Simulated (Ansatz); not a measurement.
Runs of Ansatz 0.2.0 on CuO. The structure is tetragonal, space group P4/mmm (No. 123). The conventional cell has a = 4.161 Å, b = 4.161 Å, c = 3.888 Å, α = 90.00°, β = 90.00°, γ = 90.00°. Around Cu (site symmetry mmm) lie 4 O at 1.94 to 2.08 Å. Around Cu (site symmetry 4/mmm) lie 6 O at 1.94 to 2.08 Å. Around O (site symmetry 4/mmm) lie 6 Cu at 1.94 to 2.08 Å. O (site symmetry mmm) is surrounded by 4 Cu at 1.94 to 2.08 Å. Measurements of this composition are mostly on another form, of space group No. 15.

| task | level | U | cell | cutoff (eV) | target pressure (GPa) | points for each segment of the path | hubbard projectors | double counting | gap on the mesh (eV) | pressure (GPa) | relaxed volume (Å³/atom) |
| --- | --- | --- | --- | --- | --- | --- | --- | --- | --- | --- | --- |
| relaxation of cell and atoms | PBE | - | relaxed to 20 GPa | 420 | 20 | - | - | - | none | 20.0 | - |
| relaxation of cell and atoms | PBE | - | relaxed | 420 | 0 | - | - | - | none | 0.0 | 11.48 |
| relaxation of cell and atoms | PBE | - | relaxed to 10 GPa | 420 | 10 | - | - | - | none | 10.0 | - |
| band structure | PBE+U | Cu d U = 4.5 eV | as given | 420 | - | 14 | ortho-atomic (the default) | fll (the default) | none | 4.3 | - |
| relaxation of cell and atoms | r2SCAN+rVV10 | - | relaxed | 500 | - | - | - | - | none | 0.0 | (a) |
| relaxation of cell and atoms | PBE | - | relaxed to 30 GPa | 420 | 30 | - | - | - | none | 30.0 | - |
| relaxation of cell and atoms | PBE | - | relaxed to 5 GPa | 420 | 5 | - | - | - | none | 5.0 | - |
| single point | PBE | - | as given | 350 | - | - | - | - | none | 1.7 | - |
| relaxation of cell and atoms | PBE | - | relaxed to 2 GPa | 420 | 2 | - | - | - | none | 2.0 | - |
| relaxation of cell and atoms | PBEsol+U | Cu d U = 5.3 eV | relaxed | 420 | - | - | ortho-atomic (the default) | fll (the default) | none | 0.0 | (b) |

Alike in all rows: potentials or basis Ansatz PAW; no spin polarisation; k mesh 7 × 7 × 7; smearing fermi-dirac 0.05 eV.

Question: Estimate the missing entries.

Answer: (a) 10.73; (b) 10.95.

Caveats: an odd number of electrons without spin polarisation forces a metal; a magnetic or distorted state may lie lower; the run has no spin polarisation, though such a crystal can be magnetic; the plane-wave basis is chosen anew once the cell has moved, so the energies of steps on either side of that aren't comparable (some runs); semilocal functionals often make such compounds metallic where correlation or magnetic order opens a gap, which also shifts bond lengths (some runs); U without spin polarisation on a metal has little footing (some runs); the PAW data sets come from PBE, with cores solved anew for the run's functional, which leaves a small shift of forces and pressure (some runs).

A gap of «none» marks a metal or a gap under the smearing width.
